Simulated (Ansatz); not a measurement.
An Ansatz input and the part of its output that reports the observables at the nuclei.

The cell is an entry of the Crystallography Open Database (COD), relaxed with PBE at fixed cell and then changed (z stretched by 1 %, ions relaxed).

```yaml
crystal:
  lattice:
    - [2.9379988584, 0.0, 0.0]
    - [-1.4689994292, 2.5443816477, 0.0]
    - [0.0, 0.0, 2.91183]
  atoms:
    - { symbol: Ta, position: [0.3333333333, 0.6666666667, 0.5], spin: 2.0 }
    - { symbol: "N", position: [0.0, 0.0, 0.0] }
magnetization:
  spin_polarized: true
kpoints:
  mp_grid: { grid: [18, 18, 16] }
scf:
  occupations: { method: fermi_dirac, width: 0.05 }
hamiltonian:
  xc: pbe
  pseudopotentials: { kind: paw }
output:
  forces: true
  stress: true
  populations: true
  efg:
    quadrupole_moments_barn: { Ta: 3.17, "N": 0.02044 }
    contact_densities: true
  write_density: true
  write_potential: true
  elf: true
  volumetric_format: npy
relax:
  f_tol: 0.02
  max_steps: 60
```

```sh
ansatz run input.yaml --threads 1 --pin off --max-ram 3072MiB --backend cpu --events-out ev --progress --plain --runs-dir out
```

The run relaxes the ions first, and the block belongs to the relaxed positions.

Of the output, the block on the nuclei alone is shown; the set-up, the SCF iterations, energies, forces and stress are cut. One atom of each set with nearly equal values is shown.

```
--- PAW observables at the nuclei: V_zz in 10²¹ V/m², potentials from the cell's mean, atoms counted from 1 ---
  atom   1  Ta V_zz =    +6.065228   η = 0.0000   by run symmetry: allowed   C_q = +464.9013 MHz
            electrostatic potential = -14500.781319 V   contact ρ = 8154445.974295 e/Å³   contact ρ_s (e/Å³): all electrons -0.000008, valence -0.000006
  atom   2  N  V_zz =    +0.291215   η = 0.0000   by run symmetry: allowed   C_q = +0.1439 MHz
            electrostatic potential = -529.170741 V   contact ρ = 1414.125427 e/Å³   contact ρ_s (e/Å³): all electrons +0.000000, valence +0.000000
```

The relaxation (1 step) took 31 s of wall time (28 s of CPU time) and 0.59 GiB at its peak, on 1 thread of Intel Xeon 6975P-C (Granite Rapids) (x86_64; 16 cores open to the job, memory cap 3.0 GiB, no GPU), a shared host with a load of 1.3 a core.

With no gap above 0.1 eV, as in a metal, the gradients converge slowly in k; expect changes of a tenth or more on a denser mesh. Without spin–orbit coupling the gradients at and beside Ta can be off by some per cent, at some sites by more. With these PAW files V_zz is typically within 2 to 3 % of all-electron values, but misses above 10 % occur on Ta. Semilocal functionals make gaps too small and can close them, so the real compound need not be a metal. The start moments die out, and the run ends without spin.
